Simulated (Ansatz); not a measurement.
The following input was run with Ansatz 0.2.0.

```yaml
crystal:
  lattice:
    - [0.0, 1.92892308, 1.92892308]
    - [1.92892308, 0.0, 1.92892308]
    - [1.92892308, 1.92892308, 0.0]
  atoms:
    - { symbol: Pt, position: [0.0, 0.0, 0.0] }
basis:
  ecutwfc: 420
kpoints:
  mp_grid: { grid: [18, 18, 18] }
hamiltonian:
  xc: pbe
scf:
  occupations: { method: gaussian, width: 0.1 }
output:
  forces: true
  stress: true
  eigenvalues: true
  write_density: true
  write_potential: true
  elf: true
  volumetric_format: npy
```

Command:
```bash
ansatz run input.yaml --threads 1 --pin off --max-ram 1331MiB --backend cpu --events-out ev --progress --plain --runs-dir out
```

Theory: DFT PBE, scalar-relativistic, plane waves, PAW (Ansatz 0.2.0).

Abridged output:

```
Pseudopotentials: kind: paw
Pseudopotential: Pt, paw, valence charge 18, recommended cutoff 420 eV (normal)
Functional definition: PBE
Crystal: 1 atom, lattice volume = 14.354 Å³
Basis set: ecut = 420 eV, 283 PW (Γ), exchange–correlation on 40×40×40 points (8 copies of the dense FFT grid, shifted against one another)
Bands: 13, of which v1, the nominal top of the filled ones, is band 9 counted from 1 (8 counted from 0)
Symmetry: 48 space group operations
Space group: Fm-3m (ITA 225), of the structure as read, at distance tolerance 2.4e-5 Å
k-points: 195 of 5832
Initial density: superposition of atomic densities (neutral atoms: chi_scale 0, normalization atom), corrected by the library's trained network
Initial wavefunctions: pseudopotential atomic-orbital guess
Functional: x = pbe(κ = 0.804, μ = 0.21951497), c = pbe(β = 0.06672455)
SCF iter   1: F=—  HF=-12522.916974 eV  |F-HF|=—  |Δ(HF+E_count)|=         —  Δρ=2.84e-3  dr2=1.66e-4  ethr=1.77e-3  ⟨swp⟩=5.0  Hψ=14069  notcnv=0
SCF iter   2: F=—  HF=-12522.917251 eV  |F-HF|=—  |Δ(HF+E_count)|=   2.77e-4  Δρ=1.62e-3  dr2=6.22e-5  ethr=9.21e-7  ⟨swp⟩=2.4  Hψ=5746  notcnv=0
SCF iter   3: F=—  HF=-12522.917439 eV  |F-HF|=—  |Δ(HF+E_count)|=   1.88e-4  Δρ=3.86e-4  dr2=2.09e-5  ethr=3.46e-7  ⟨swp⟩=2.0  Hψ=3535  notcnv=0
SCF iter   4: F=—  HF=-12522.917433 eV  |F-HF|=—  |Δ(HF+E_count)|=   6.33e-6  Δρ=1.17e-4  dr2=1.40e-6  ethr=1.16e-7  ⟨swp⟩=2.5  Hψ=3650  notcnv=0
SCF iter   5: F=-12522.917433 eV  HF=-12522.917433 eV  |F-HF|=1.26e-8  |Δ(HF+E_count)|=   1.01e-7  Δρ=2.51e-5  dr2=4.07e-8  ethr=7.78e-9  ⟨swp⟩=2.4  Hψ=3493  notcnv=0
SCF iter   6: F=-12522.917433 eV  HF=-12522.917433 eV  |F-HF|=1.50e-9  |Δ(HF+E_count)|=   2.60e-8  Δρ=4.56e-6  dr2=2.58e-9  ethr=2.26e-10  ⟨swp⟩=5.0  Hψ=13242  notcnv=0
SCF 1 converged in 6 iterations: F = -12522.917433 eV  dr2 = 2.58e-9
SCF converged after 6 iterations
Free energy (F): -12522.917433 eV
Harris-Foulkes:  -12522.917433 eV  (|F-HF|=1.50e-9)
Internal energy: -12522.907627 eV  (E = F + TS)
E sigma→0 (E₀):  -12522.912530 eV
Entropy (-TS):   -0.009805 eV (-9.805 meV/atom)
Fermi energy:    24.983582 eV
--- Per-component energies (eV) ---
  E_band       = -104.496208
  E_kinetic    = 640.487249
  E_local      = -1395.799806  (includes V_loc(G=0)·N_el)
  E_nonlocal   = 199.809015
  E_hartree    = 522.112312
  E_xc         = -262.966672
  E_vxc        = -304.459195  (∫ρ·V_xc dr)
  E_paw        = -9454.199095  (= ΣΔE_a)
  E_vpaw       = -288.760276  (= ΣTr[D̂ρ^β])
  E_aug_tail   = 0.000180  (compensation charges beyond the density's cutoff)
  E_ewald      = -2772.350810
  E_smearing   = -0.009805  (= −TS)
--- Forces (eV/Å), atoms counted from 1 ---
  atom   1  Pt     0.00000000     0.00000000     0.00000000
--- Stress (GPa, compression-positive) ---
       26.945895       0.000000       0.000000
        0.000000      26.945895       0.000000
        0.000000       0.000000      26.945895
  P = ⅓ Tr σ = 26.9459 GPa (269.459 kbar)
--- Band table (eV; the first three rows and the last of 195) ---
  k-point 0: bands = ["-73.7206", "-27.6826", "-27.6826", "-27.6826", "14.1833", "20.8587", "20.8587", "20.8587", "23.2016", "23.2016", "39.4502", "44.6666", "44.6666"]
  k-point 1: bands = ["-73.7193", "-27.7003", "-27.6851", "-27.6851", "14.3148", "20.7971", "20.9125", "20.9125", "23.1700", "23.1700", "39.6603", "43.9951", "44.8717"]
  k-point 2: bands = ["-73.7157", "-27.7511", "-27.6923", "-27.6923", "14.6964", "20.6396", "21.0533", "21.0533", "23.1022", "23.1022", "40.2361", "42.5984", "45.4693"]
  k-point 194: bands = ["-73.6639", "-28.0892", "-28.0327", "-27.9011", "18.7516", "19.5770", "20.5415", "22.8674", "25.5313", "32.4988", "32.7976", "34.1889", "37.4549"]
```

Self-consistency was reached.

Spin–orbit coupling is left out, which can shift energies with elements as heavy as these.